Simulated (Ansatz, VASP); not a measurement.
# Pt in VASP and in Ansatz

```
Pt
1.0
     0.00000    1.96090    1.96090
     1.96090    0.00000    1.96090
     1.96090    1.96090    0.00000
Pt
1
Cartesian
  0.0000 0.0000 0.0000
```

Alike in both runs: task relaxation of cell and atoms; functional PBEsol; dispersion D4; k mesh 12 × 12 × 12; occupations fermi-dirac, width 0.05 eV; no spin polarisation.

```csv
,VASP,Ansatz
version,VASP 6.6.1,Ansatz 0.2.0
potentials or method,"VASP PAW PBE potentials, release 64 (Pt)",Ansatz PAW
plane-wave cutoff (eV),600,420
valence electrons in the cell,10,18
```

```csv
,VASP,Ansatz,Ansatz less VASP
"gap on the k mesh at the Fermi level, each at its own relaxed structure (eV)",none,none,-
relaxed volume (Å³/atom),14.81,14.82,+0.014
relaxed cell length with the largest relative difference (Å),2.756,2.757,+0.0009
energy change over the relaxation (meV/atom),-5,-4,+0.6
```

A gap of «none» marks a metal or a gap that the smearing closes. The two sets of potentials don't hold the same shells in valence.

Caveats: pairwise dispersion overbinds metals, which lowers pressure and volume; the PAW data sets were made with another functional, which shifts forces and pressure a little (VASP); the plane-wave basis is chosen anew once the cell has moved, so the energies of steps on either side of that aren't comparable (Ansatz); the PAW data sets come from PBE, with cores solved anew for the run's functional, which leaves a small shift of forces and pressure (Ansatz). The runs have no spin-orbit coupling, so splittings on Pt are missing.
